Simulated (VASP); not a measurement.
Runs of VASP 6.6.1 on Y. The structure is hexagonal, space group P6_3/mmc (No. 194). Conventional cell: a = 3.647 Å, b = 3.647 Å, c = 5.731 Å, α = 90.00°, β = 90.00°, γ = 120.00°. Y (site symmetry -6m2) has 12 Y at 3.56 to 3.65 Å as nearest neighbours. 

```csv
task,level,potentials or basis,k mesh,cutoff (eV),pressure (GPa)
band structure,TPSS,"VASP PAW PBE potentials, release 64 (Y_sv)",8 × 8 × 5,520,-0.8
band structure,PBEsol,"VASP PAW PBE potentials, release 64 (Y_sv)",8 × 8 × 5,520,-2.1
band structure,r2SCAN,"VASP PAW PBE potentials, release 64 (Y_sv)",8 × 8 × 5,520,0.7
band structure,LDA,"VASP PAW LDA potentials, release 64 (Y_sv)",8 × 8 × 5,520,-3.9
band structure,PW91,"VASP PAW PBE potentials, release 64 (Y_sv)",8 × 8 × 5,520,(a)
band structure,SCAN,"VASP PAW PBE potentials, release 64 (Y_sv)",8 × 8 × 5,520,(c)
band structure,revPBE,"VASP PAW PBE potentials, release 64 (Y_sv)",8 × 8 × 5,520,(d)
band structure,AM05,"VASP PAW PBE potentials, release 64 (Y_sv)",8 × 8 × 5,520,-1.7
band structure,BLYP,"VASP PAW PBE potentials, release 64 (Y_sv)",8 × 8 × 5,520,0.8
single point,PBEsol,"VASP PAW PBE potentials, release 64 (Y_sv)",14 × 14 × 8,900,-2.2
band structure,RPBE,"VASP PAW PBE potentials, release 64 (Y_sv)",8 × 8 × 5,520,(b)
```

Alike in all rows: no spin polarisation; cell as given; smearing fermi-dirac 0.05 eV.

Fill in the values left out.

(a) -0.5; (b) 1.3; (c) 0.4; (d) 0.9.

Caveats: the PAW data sets were made with another functional, which shifts forces and pressure a little (some runs).

Runs at the PBE level aren't shown here.
